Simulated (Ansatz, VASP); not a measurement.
**Si in VASP and in Ansatz**

File INCAR:

```
SYSTEM = Si
PREC = Accurate
ENCUT = 520
EDIFF = 1E-6
ISMEAR = 0
SIGMA = 0.1
LREAL = .FALSE.
LASPH = .TRUE.
NELM = 80
ALGO = Normal
ISIF = 2
LWAVE = .FALSE.
LCHARG = .FALSE.
LDIPOL = .TRUE.
IDIPOL = 3
DIPOL = 0.5 0.5 0.372
GGA = PE
IVDW = 12
NBANDS = 16
```

File KPOINTS:

```
regular mesh
0
G
  9 9 1
  0 0 0
```

Contents of POSCAR:

```
Si
1.0
    3.8472023583      0.0000000000      0.0000000000
   -1.9236011791      3.3317749758      0.0000000000
    0.0000000000      0.0000000000     18.4446971457
Si
4
Direct
    0.3333333333      0.6666666667      0.2695814701
    0.6666666667      0.3333333333      0.2439725610
    0.0000000000      1.0000000000      0.4995851693
    0.3333333333      0.6666666667      0.4739762602
```

Input for Ansatz:

```yaml
crystal:
  lattice:
    - [3.8472023583, 0.0, 0.0]
    - [-1.9236011791, 3.3317749758, 0.0]
    - [0.0, 0.0, 18.4446971457]
  atoms:
    - { symbol: Si, position: [0.3333333333, 0.6666666667, 0.2695814701] }
    - { symbol: Si, position: [0.6666666667, 0.3333333333, 0.243972561] }
    - { symbol: Si, position: [0.0, 1.0, 0.4995851693] }
    - { symbol: Si, position: [0.3333333333, 0.6666666667, 0.4739762602] }
basis:
  ecutwfc: 420
kpoints:
  mp_grid: { grid: [9, 9, 1] }
hamiltonian:
  xc: pbe
  dispersion: d3bj
scf:
  occupations: { method: gaussian, width: 0.1 }
output:
  forces: true
  eigenvalues: true
efield:
  axis: 3
  dipole_correction: true
  ramp_width: 0.04
```

Alike in both runs: task single point; functional PBE; dispersion D3(BJ); k mesh 9 × 9 × 1; occupations gaussian, width 0.1 eV; no spin polarisation.

```csv
,VASP,Ansatz
version,VASP 6.6.1,Ansatz 0.2.0
potentials or method,"VASP PAW PBE potentials, release 64 (Si)","scalar-relativistic, plane waves, PAW"
plane-wave cutoff (eV),520,420
valence electrons in the cell,16,16
```

|  | VASP | Ansatz | Ansatz less VASP |
| --- | --- | --- | --- |
| gap on the k mesh at the Fermi level (eV) | none | none | - |
| rms of the force components (eV/Å) | 0.132 | 0.134 | +0.0027 |

Atom by atom the forces differ by 0.004 eV/Å (rms over components). A gap of «none» marks a metal or a gap that the smearing closes.
